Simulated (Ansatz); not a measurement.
TiB2:

```
Ti B
1.0
     3.02920    0.00000    0.00000
    -1.51460    2.62336    0.00000
     0.00000    0.00000    3.22840
Ti B
1 2
Direct
  0.00000 0.00000 0.00000
  0.66667 0.33333 0.50000
  0.33333 0.66667 0.50000
```

| Property | Result |
| --- | --- |
| Program | Ansatz 0.2.0 |
| Task | relaxation of cell and atoms |
| Functional | PBE |
| Dispersion | D3(BJ) |
| Potentials or basis | Ansatz PAW |
| Cutoff | 420 eV (not typed: the program's choice for these potentials) |
| k mesh | 10 × 10 × 8 |
| Occupations | fermi-dirac, width 0.05 eV |
| Spin | no spin polarisation |

At the start: volume 8.55 Å³/atom.

How do energy, volume and symmetry change on relaxing?

It ends after 5 steps and the volume is 8.29 Å³/atom (-3.0 %); space group P6/mmm (No. 191, to 0.05 Å).

Step by step:
| step | energy change (eV) | largest force (eV/Å) | volume (Å³) |
| --- | --- | --- | --- |
| 1 | 0.0000 | 0.0000 | 25.66 |
| 2 | -0.0191 | 0.0000 | 25.04 |
| 3 | -0.0204 | 0.0000 | 24.86 |
| 4 | -0.0205 | 0.0000 | 24.87 |
| 5 | -0.0195 | 0.0000 | 24.87 |

Final structure:
```yaml
crystal:
  lattice:
    - [3.00305, 0.00000, 0.00000]
    - [-1.50152, 2.60071, 0.00000]
    - [0.00000, 0.00000, 3.18485]
  atoms:
    - { symbol: Ti, position: [0.00000, 0.00000, 0.00000] }
    - { symbol: B, position: [0.66667, 0.33333, 0.50000] }
    - { symbol: B, position: [0.33333, 0.66667, 0.50000] }
```

Caveat: the plane-wave basis is chosen anew once the cell has moved, so the energies of steps on either side of that aren't comparable.
